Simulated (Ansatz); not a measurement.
# Lattice vibrations of RbBr at Γ at 40 GPa

Computed with DFT PBEsol, scalar-relativistic, plane waves, PAW (Ansatz). Plane waves to 420 eV; Γ-centred k mesh 8×8×8; fixed occupations. No spin polarisation. Phonons by linear response, acoustic sum rule imposed.

The cell, relaxed at 40 GPa:
```
Rb Br
1.0
     0.00000    2.79405    2.79405
     2.79405    0.00000    2.79405
     2.79405    2.79405    0.00000
Rb Br
1 1
Direct
  0.00000 0.00000 0.00000
  0.50000 0.50000 0.50000
```

Other phases may be more stable at this pressure.

Question: Give the high-frequency dielectric tensor ε∞.

Answer:
```
3.88 0.00 0.00
0.00 3.88 0.00
0.00 0.00 3.88
```

Question: Give the Born effective charges.

Answer:
```csv
atom,Z*xx,Z*yy,Z*zz,mean
Rb (atom 1),1.13,1.13,1.13,1.13
Br (atom 2),-1.13,-1.13,-1.13,-1.13
```

Question: How large is the static dielectric tensor with the ions free to move, and what share of it is ionic?

Answer:
```
4.5 0.0 0.0
0.0 4.5 0.0
0.0 0.0 4.5
```
The ions give 13 % of its trace.

Cost: 1 run of about 0.46 core-minutes, on Arm Neoverse N1 (shared hosts).